Q: I grow boron phosphide layers, and I want to calculate the crystal's cubic edge and its stiffness. My software offers a long list of functionals. Does it matter which one I pick?

A: The table puts one crystal through a dozen of them. A functional is the approximate rule for the exchange and correlation energy of the electrons. The equilibrium volume $V$ is where the computed energy is lowest. The bulk modulus $B$ is the pressure needed per relative loss of volume, and its slope $B'$ tells how fast $B$ rises with pressure.

ABINIT 10.8.3, plane-wave Kohn–Sham DFT without spin polarisation or dispersion correction, for boron phosphide (BP, F-43m, 2 atoms per cell), with a 10 × 10 × 10 k mesh and Fermi–Dirac smearing of 0.05 eV. Equilibrium volume, bulk modulus and its slope come from a fit to energies at seven volumes from 10.98 to 12.38 Å³/atom; the given cell has 11.68 Å³/atom.

```
functional                              potentials  wave cutoff  equilibrium volume (Å³/atom)  equilibrium volume change (% of the given cell)  bulk modulus (GPa)  bulk modulus slope
       LDA                        JTH-PAW-LDA-v2.0   544.228 eV                        11.327                                           -3.040              176.10               3.790
    PBEsol  PseudoDojo-NC-SR-PBEsol-v0.4-stringent   1034.03 eV                        11.549                                           -1.130              168.80               3.770
    revPBE                        JTH-PAW-PBE-v2.0   544.228 eV                        11.913                                            1.980              157.50               3.800
      BLYP                        JTH-PAW-PBE-v2.0   544.228 eV                        12.146                                            3.980              148.80               3.850
    r2SCAN                        JTH-PAW-PBE-v2.0   653.073 eV                        11.660                                           -0.190              169.20               3.740
      BP86    PseudoDojo-NC-SR-PBE-v0.4.1-standard   1034.03 eV                        11.874                                            1.650              157.50               3.780
   HCTH407                        JTH-PAW-PBE-v2.0   544.228 eV                        11.660                                           -0.190              161.60               3.730
 LDA-Teter                        JTH-PAW-LDA-v2.0   544.228 eV                        11.336                                           -2.960              175.60               3.790
   LDA-VWN    PseudoDojo-NC-SR-LDA-v0.4.1-standard   1034.03 eV                        11.286                                           -3.390              175.00               3.760
      PW91                        JTH-PAW-PBE-v2.0   544.228 eV                        11.766                                            0.720              162.30               3.810
     SOGGA                        JTH-PAW-PBE-v2.0   544.228 eV                        11.487                                           -1.670              173.20               3.780
  rPW86PBE                        JTH-PAW-PBE-v2.0   544.228 eV                        12.009                                            2.800              154.60               3.800
```

It matters a good deal for the cell. The largest volume, from BLYP, exceeds the smallest, from LDA-VWN, by 7.6%. On a cubic edge of about 4.5 Å that is a difference of 0.11 Å, or some 2.5%. If you want to match a layer to a substrate within a few tenths of a percent, the functional is the first thing to settle.

Q: Why should a rule for the electrons' energy change the size of the crystal?

A: Think of two limits. In a perfectly even electron gas the local density approximation, LDA, is right by construction. In separate atoms the density falls off steeply, and LDA misses part of the exchange energy that such uneven densities gain. A crystal lies between the two, so LDA shortchanges the separate atoms more than the solid and binds the solid too tightly.

A gradient-corrected functional gives back some of that energy, and gives back more as the crystal opens up. Its effect is that of a pressure pushing the cell outwards. The crystal expands until its own elastic pull balances the push. This is the standard theoretical account of why such functionals give larger cells than LDA.

Q: Do the numbers support it, or is it just a good story?

A: The best test is SOGGA against rPW86PBE. They share potentials, cutoff and the treatment of correlation, so only exchange differs, yet rPW86PBE gives the larger volume by 0.52 Å$^3$ per atom. Their exchange rules nearly agree where the density varies slowly and part company where it varies faster. So the faster variation inside the crystal must be what sets these two cells apart.

Q: Could I estimate the volume from the exchange formula alone?

A: Roughly. Let $g$ be the fraction by which a functional raises exchange above the LDA value at a reduced gradient of one, where the density changes markedly over the local electron wavelength. That point is a plausible choice for a bonded solid, not a derived one. A straight line through the three LDA rows and six gradient-corrected ones gives, in Å$^3$ per atom,

$$V \approx 11.29 + 3.01\,g .$$

For revPBE, $g$ is about 0.19, so $V \approx 11.29 + 3.01 \times 0.19 = 11.86$. The calculation gave 11.91, but revPBE was one of the rows that fixed the line, so this is a check of fit and not a prediction. The worst of the fitted rows, SOGGA, is missed by about 1% of its volume. The printed analysis follows this conversation; its entries for r2SCAN and HCTH407 outside the fit rest on placeholder values of $g$ and should be ignored.

Q: Where does the line fail?

A: At BLYP. It was left out of the fit because its correlation part, LYP, is not built on the even electron gas as the others' are. The line puts it 0.32 Å$^3$ per atom too low. BP86 has the same exchange as BLYP and a volume smaller by 0.27 Å$^3$ per atom, which points to correlation as the main reason. The two rows also use different potentials, so that difference is not a clean measure of correlation.

Q: BLYP also has the lowest bulk modulus. Does it make the bonds soft?

A: No, it makes the crystal large, and a stretched crystal is soft. Compare the functionals at one common volume, 11.68 Å$^3$ per atom, and the order turns round: LDA gives about 156 GPa and BLYP about 172 GPa. At that volume every functional beyond LDA is stiffer than all three LDA rows.

Q: Why stiffer, if all it adds is an outward push?

A: Because the push is not constant. With the atoms far apart there is nothing left to push against, so it must die away in the end. The computed pressures show it already weakening here: BLYP's excess over LDA drops from 11.7 to 11.1 GPa between the volumes 11.45 and 11.92 Å$^3$ per atom. A push that grows when you squeeze the crystal resists the squeezing, and that is added stiffness.

You can see the size of this by pretending that the push is constant. BLYP's modulus would then be that of the LDA crystal stretched to BLYP's volume, about 135 GPa. The table has 149 GPa. Expansion therefore softens the crystal, and the fading push returns part of the loss.

Q: So if two functionals agree on the volume, will they agree on the stiffness?

A: Not necessarily. r2SCAN and HCTH407 give the same volume, yet r2SCAN's bulk modulus is higher by 7.6 GPa. The volume tells you how strong the push is at that point, while the stiffness depends on how quickly it changes. What in the two formulas causes the difference can't be settled from these results.

Q: Then which one should I use?

A: For the cell, I would start with PBEsol or r2SCAN. That advice rests on general experience with solids, where LDA usually gives cells that are too small and revPBE and BLYP cells that are too large. The table has no measured value to confirm it for this crystal. r2SCAN and HCTH407 do fall within 0.2% of the volume of the given cell, but the origin of that cell is not stated, so this is no proof of accuracy.

The edges from PBEsol and r2SCAN are 4.521 and 4.535 Å, about 0.3% apart. Their agreement doesn't prove that either is right, but an error of that size would be acceptable for identifying a phase or starting a larger simulation, and marginal for matching a layer to a substrate. At that level the missing zero-point and thermal expansion also have to be added.

For stiffness, decide first which volume you mean. With each functional at its own minimum, the bulk moduli spread over 27 GPa, about a sixth of their typical value. If you trust a measured cell and evaluate all of them there, expect a smaller spread but not agreement: at the common volume used above, 18 GPa remain.

Q: Do the other settings matter as much as the functional?

A: The potentials and the cutoff matter less here, but they limit how finely you can compare. The k mesh and the smearing were the same in every row, so their effect isn't tested. LDA-Teter and LDA-VWN describe almost the same electron gas, yet with different potentials and cutoffs their volumes differ by 0.05 Å$^3$ per atom, or 0.4%. When you compare functionals, take potentials from one family, each made for its functional where such a set exists, and use one cutoff that is high enough for all. Where the family or the cutoff differs, don't credit a gap of that size to the functional. Most of the functionals beyond LDA were also run with potentials made for another one, PBE, which adds an uncertainty that these rows don't measure.

There is one more trap if your software relaxes the cell by its pressure. At a fixed basis the computed pressures are slightly too low, so the relaxed cell comes out too small. For revPBE the shift is about 0.02 Å$^3$ per atom, which matters only for fine work. A fit of energies against volume, as used for the table, avoids most of it.

Q: And what do I pay for a better functional?

A: Between LDA and the gradient-corrected functionals, very little. The cutoff matters more, and it belongs mainly to the potentials. The number of plane waves grows as the cutoff to the power 3/2, so 1034 eV needs about 2.6 times as many as 544 eV. r2SCAN was run at 653 eV, which means about 1.3 times as many, and it must also handle the electrons' kinetic-energy density. Its run also warned of very low densities, though its energy curve is smooth. These are scaling estimates, not measured run times.

Q: Would the same list behave alike for gallium arsenide, which I also grow?

A: The reasoning carries over, but the size of the effect need not. The relative expansion is roughly the push divided by the bulk modulus: here about 11 GPa against 160 GPa, or 7%, for BLYP over LDA. Gallium arsenide is much softer, so an equal push would swell it more. Its push will differ too, because its electrons are spread differently, so run at least one functional that gives a small cell here and one that gives a large cell before you rely on a single edge.

The analysis program printed:

```
fit of vol on 9 rows (infit > 0): constant 11.29 +/- 0.04, coefficient of gain 3.01 +/- 0.29; rms 0.0653, worst SOGGA 0.129, leave-one-out rms 0.0798
  rows outside the fit (model, value, miss): BLYP 11.83, 12.15, -0.319; r2SCAN 11.29, 11.66, -0.375; HCTH407 11.29, 11.66, -0.375
Cubic edge and bulk moduli:
        row  edge in A  B at 11.68 A^3 from pressures in GPa  B at 11.68 A^3 from table in GPa  LDA curve at own volume in GPa
        LDA      4.492                                 155.8                             156.7                           176.1
     PBEsol      4.521                                 161.9                             161.7                           163.6
     revPBE      4.568                                   169                             169.7                           145.5
       BLYP      4.597                                 171.8                             172.9                           135.2
     r2SCAN      4.535                                 168.2                               168                           157.8
       BP86      4.563                                 167.8                             167.5                           147.3
    HCTH407      4.535                                 160.2                             160.5                           157.8
  LDA-Teter      4.493                                 155.9                             156.7                           175.6
    LDA-VWN      4.486                                 153.6                             153.7                           178.5
       PW91      4.549                                 166.2                             166.8                           152.5
      SOGGA      4.513                                 161.8                             162.5                             167
   rPW86PBE       4.58                                 171.1                             171.7                           141.1
Largest over smallest volume, excess in %: 7.62
Largest less smallest cubic edge in A: 0.1112
Spread of bulk moduli at own minima in GPa: 27.3
Spread of bulk moduli at the common volume in GPa: 18.25
Volume of rPW86PBE less SOGGA in A^3/atom: 0.522
Volume of BLYP less BP86 in A^3/atom: 0.272
Volume of LDA-Teter less LDA-VWN in A^3/atom: 0.05
Bulk modulus of r2SCAN less HCTH407 in GPa: 7.6
BLYP bulk modulus less LDA curve at BLYP volume in GPa: 13.64
Extra pressure of BLYP over LDA at 11.45 A^3/atom in GPa: 11.7
Extra pressure of BLYP over LDA at 11.92 A^3/atom in GPa: 11.06
Plane waves at 1034 eV over those at 544 eV: 2.619
Plane waves at 653 eV over those at 544 eV: 1.315
Volume shift of revPBE if relaxed on pressure in A^3/atom: -0.01565
```
